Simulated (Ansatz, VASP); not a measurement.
# Moving the dispersion correction in Si

The cell as given:

```cif
data_structure
_symmetry_space_group_name_H-M 'Fd-3m:1'
_symmetry_Int_Tables_number 227
_cell_length_a 5.4437
_cell_length_b 5.4437
_cell_length_c 5.4437
_cell_angle_alpha 90.000
_cell_angle_beta 90.000
_cell_angle_gamma 90.000
_cell_volume 161.32
loop_
_atom_site_label
_atom_site_type_symbol
_atom_site_symmetry_multiplicity
_atom_site_Wyckoff_symbol
_atom_site_fract_x
_atom_site_fract_y
_atom_site_fract_z
_atom_site_occupancy
Si1 Si 8 a 0.50000 0.00000 0.50000 1
```

Kept alike: task relaxation of cell and atoms; functional revPBE; k mesh 8 × 8 × 8; occupations fermi-dirac, width 0.05 eV; no spin polarisation. Program: Ansatz, all-electron LAPW, scalar-relativistic. The mesh is that of the run's cell of 2 atoms. No spin-orbit coupling.

| dispersion correction | band gap (eV) | volume (Å³/atom) |
| --- | --- | --- |
| D3(BJ) | 0.620 | 19.606 |
| D4 | 0.620 | 19.612 |
| none | 0.714 | 20.717 |

Gaps hold for each row's own relaxed cell. The relaxations keep at least the cell's symmetry (Fd-3m). Relaxations stop with a little pressure left, so the last digits of a volume or edge aren't settled. A gap read on the mesh alone can miss an edge between its points.

Task: What does the dispersion correction change here?

Result: The band gap runs from 0.620 (D3(BJ); D4) to 0.714 eV (none). Measured: 1.1 eV (arxiv:1111.5263). Semilocal gaps run low as a rule. The gap moves here only through the cell or the potentials. A twin series (VASP, PBE PAW files Si, 600 eV) moves it by +0.0951 between D3(BJ) and none, against +0.0945 eV here. The volume runs from 19.606 (D3(BJ)) to 20.717 Å³/atom (none). Against no correction: D3(BJ) -5.4 %; D4 -5.3 %. Dispersion terms mostly attract and so lower the volume; the schemes' coefficients and damping set how far. Measured: 20.02 Å³/atom at 293.15 K (arxiv:1010.2317); nearest D3(BJ); D4, 0.41 Å³/atom off. The runs are for a static lattice. A twin series (VASP, PBE PAW files Si, 600 eV) moves it by +1.1036 between D3(BJ) and none, against +1.1112 Å³/atom here.

Both dispersion schemes contract silicon by nearly the same amount and lower its gap equally, so the data give no reason to prefer one over the other. The contraction carries the volume from above the measured value to below it. In a covalent network the added attraction is not what holds the crystal together. It probably acts largely as a counterweight to the overly repulsive exchange of revPBE, and here it overshoots.

The narrower gap follows from the smaller cell, since these pairwise corrections add energy and forces but leave the Kohn-Sham potential at fixed geometry unchanged. Silicon's conduction minimum lies near X, and under compression this valley moves down relative to the valence-band top at Γ, whereas the direct gap at Γ widens. A simple picture of bonding and antibonding levels pushed apart by shorter bonds would therefore predict the wrong sign. The uncorrected gap of 0.714 eV lies closer to experiment only because the lattice is too large, and is no sign of a better electronic description.
